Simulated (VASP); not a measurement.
Crystal: Te2Pt.

```xyz
3
Lattice="4.0180 0.0000 0.0000 -2.0090 3.4797 0.0000 0.0000 0.0000 5.2120" Properties=species:S:1:pos:R:3 pbc="T T T"
Te    0.0000    2.3198    1.3030
Te    2.0090    1.1599    3.9090
Pt    0.0000    0.0000    0.0000
```

Base run:

| Item | Value |
| --- | --- |
| Program | VASP 6.6.1 |
| Functional | PBEsol |
| Potentials or basis | VASP PAW PBE potentials, release 64 (Te, Pt) |
| Cutoff | 520 eV |
| k mesh | 6 × 6 × 4 |
| Occupations | gaussian, width 0.05 eV |
| Spin | collinear spin, ferromagnetic start |
| Starting moments | [0.5, 0.5, 0.0] μB |
| Hubbard terms | Pt d U = 5 eV |

Its results: band gap on the k mesh none (metal or under the smearing width); pressure 0.3 GPa; net moment 0.00 μB per cell; largest force 0.432 eV/Å.

Question: The run is repeated on the same cell with these changes: hubbard terms from Pt d U = 5 eV to Pt d U = 8 eV; further incar settings from ALGO = Normal; EDIFF = 1e-07; NBANDS = 22 to ALGO = Fast; EDIFF = 1e-06. What comes out?

Answer: Band gap on the k mesh none (metal or under the smearing width); pressure -2.5 GPa; net moment 0.01 μB per cell; largest force 0.215 eV/Å.

Caveats: the PAW data sets were made with another functional, which shifts forces and pressure a little; the U is typed as a test and isn't derived for this compound.
